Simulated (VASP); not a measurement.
A run of VASP 6.6.1 is set up as follows.

INCAR

```
SYSTEM = Si
ALGO = Normal
DIPOL = 0.5 0.5 0.500
EDIFF = 1E-6
ENCUT = 520
GGA = PE
IDIPOL = 3
ISIF = 2
ISMEAR = 0
IVDW = 12
LASPH = .TRUE.
LCHARG = .FALSE.
LDIPOL = .TRUE.
LREAL = .FALSE.
LWAVE = .FALSE.
NBANDS = 11
NELM = 60
PREC = Accurate
SIGMA = 0.1
```

The input KPOINTS:

```
k-points
0
G
  15 15 1
  0 0 0
```

Contents of POSCAR:

```
Si
1.0
    3.7674649302      0.0000000000      0.0000000000
   -1.8837324651      3.2627203374      0.0000000000
    0.0000000000      0.0000000000     28.0000000000
Si
2
Direct
    0.3333333333      0.6666666667      0.5079285714
    0.6666666667      0.3333333333      0.4920714286
```

Potentials or basis: VASP PAW PBE potentials, release 64 (Si).

The run is started by

```sh
$ cat potpaw_PBE.64/Si/POTCAR > POTCAR
$ mpirun -np 1 vasp_std > vasp.out
```

Task: Predict the largest force.

Result: 0.235 eV/Å.

Task: Predict the dispersion energy per atom.

Result: -0.199 eV.

Task: Predict the band gap on the k mesh.

Result: None (metal or under the smearing width).

Forces in eV/Å, atoms in the order of the input:
```
Si   0.000  0.000  0.235
Si   0.000  0.000 -0.235
```
